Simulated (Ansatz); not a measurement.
Crystal: Si2W.

```
W Si
1.0
     4.61685    0.00000    0.00000
    -2.30843    3.99831    0.00000
     0.00000    0.00000    6.65322
W Si
3 6
Direct
  0.50000 0.00000 0.50000
  0.50000 0.50000 0.83333
  0.00000 0.50000 0.16667
  0.32725 0.16363 0.16667
  0.83637 0.16363 0.83333
  0.16363 0.32725 0.50000
  0.67275 0.83637 0.16667
  0.16363 0.83637 0.83333
  0.83637 0.67275 0.50000
```

Measurements of this composition are mostly on another form, of space group No. 139.

Base run:

* Program: Ansatz 0.2.0
* Functional: PBEsol
* Potentials or basis: Ansatz PAW
* Cutoff: 420 eV
* Density cutoff: 1680 eV
* k mesh: 7 × 7 × 4
* Occupations: fermi-dirac, width 0.05 eV
* Spin: no spin polarisation
* Hubbard terms: W d U = 5 eV

Its results: band gap on the k mesh 0.63 eV, indirect (least direct gap 1.13 eV); pressure -6.5 GPa.

Q: The run is repeated on the same cell with these changes: hubbard terms from W d U = 5 eV to W d U = 1 eV. What comes out?

A: Band gap on the k mesh 0.29 eV, indirect (least direct gap 0.74 eV); pressure -5.8 GPa.

Caveats: odd divisions of the mesh miss points on the zone boundary, where band edges often lie, so the gap on the mesh can be too wide; spin-orbit coupling is left out, which moves the levels of the heavy elements; the PAW data sets come from PBE, with cores solved anew for the run's functional, which leaves a small shift of forces and pressure; the U is typed as a test and isn't derived for this compound; the density of states is complete only up to the lowest level of the last band computed.

A k mesh can miss the band edges.

Not every run made on this cell is shown here.
